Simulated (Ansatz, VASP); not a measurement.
Two plane-wave programs on KF

The input INCAR:

```
SYSTEM = KF
ALGO = Normal ; EDIFF = 1E-8
ENCUT = 520 ; GGA = PE
ISIF = 2 ; ISMEAR = -1
LASPH = .TRUE. ; LCHARG = .FALSE.
LEFG = .TRUE. ; LREAL = .FALSE.
LWAVE = .FALSE. ; NBANDS = 15
NELM = 60 ; PREC = Accurate
SIGMA = 0.03
```

The input KPOINTS:

```
k-points
0
G
  8 8 8
  0 0 0
```

The input POSCAR:

```
KF
1.0
    0.0000000000      2.7259348808      2.7259348808
    2.7259348808      0.0000000000      2.7259348808
    2.7259348808      2.7259348808      0.0000000000
K F
1 1
Direct
    0.0000000000      0.0000000000      0.0000000000
    0.5000000000      0.5000000000      0.5000000000
```

Input for Ansatz:

```yaml
crystal:
  lattice:
    - [0.0, 2.7259348808, 2.7259348808]
    - [2.7259348808, 0.0, 2.7259348808]
    - [2.7259348808, 2.7259348808, 0.0]
  atoms:
    - { symbol: K, position: [0.0, 0.0, 0.0] }
    - { symbol: F, position: [0.5, 0.5, 0.5] }
kpoints:
  mp_grid: { grid: [8, 8, 8] }
scf:
  occupations: { method: fermi_dirac, width: 0.03 }
hamiltonian:
  xc: pbe
  pseudopotentials: { kind: paw }
output:
  forces: true
  stress: true
  eigenvalues: true
  efg: { contact_densities: true }
```

Change from the starting cell: volume scaled by 1.06, PAW files.

Alike in both runs: task electric field gradients; functional PBE; k mesh 8 × 8 × 8; occupations fermi-dirac, width 0.03 eV; no spin polarisation.

```csv
,VASP,Ansatz
version,VASP 6.6.1,Ansatz 0.2.0
potentials or method,"VASP PAW PBE potentials, release 64 (K_sv, F)","PAW with Ansatz's default frozen-core files, scalar-relativistic"
plane-wave cutoff (eV),520,420
valence electrons in the cell,16,16
```

```tsv
	VASP	Ansatz	Ansatz less VASP
gap on the k mesh at the Fermi level (eV)	5.86	5.88	+0.014
pressure (GPa)	-0.5	-0.5	0.00
Vzz of the field gradient on the site that differs most (V/Å²)	0.0	0.0	0.00
```

A k mesh can miss the band edges.
